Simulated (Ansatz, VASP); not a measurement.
## Two plane-wave programs on CdSe

```xyz
2
Lattice="0.0000 3.1291 3.1291 3.1291 0.0000 3.1291 3.1291 3.1291 0.0000" Properties=species:S:1:pos:R:3 pbc="T T T"
Cd    0.0000    0.0000    0.0000
Se    4.6936    4.6936    4.6936
```

Alike in both runs: task single point; functional PBE; k mesh 10 × 10 × 10; occupations gaussian, width 0.02 eV; no spin polarisation.

|  | VASP | Ansatz |
| --- | --- | --- |
| version | VASP 6.6.1 | Ansatz 0.2.0 |
| potentials or method | VASP PAW PBE potentials, release 64 (Cd, Se) | scalar-relativistic, plane waves, PAW |
| plane-wave cutoff (eV) | 520 | 420 |
| valence electrons in the cell | 18 | 36 |

Ansatz gave:

* gap on the k mesh at the Fermi level (eV): 0.43
* least direct gap on the mesh (eV): 0.43
* pressure (GPa): -1.3

**Question.** What did VASP give for the same quantities?

**Answer.** gap on the k mesh at the Fermi level (eV): 0.43; least direct gap on the mesh (eV): 0.43; pressure (GPa): -1.0.

With one functional, cell and mesh, what is left measures potentials, basis and numerics. The two sets of potentials don't hold the same shells in valence.
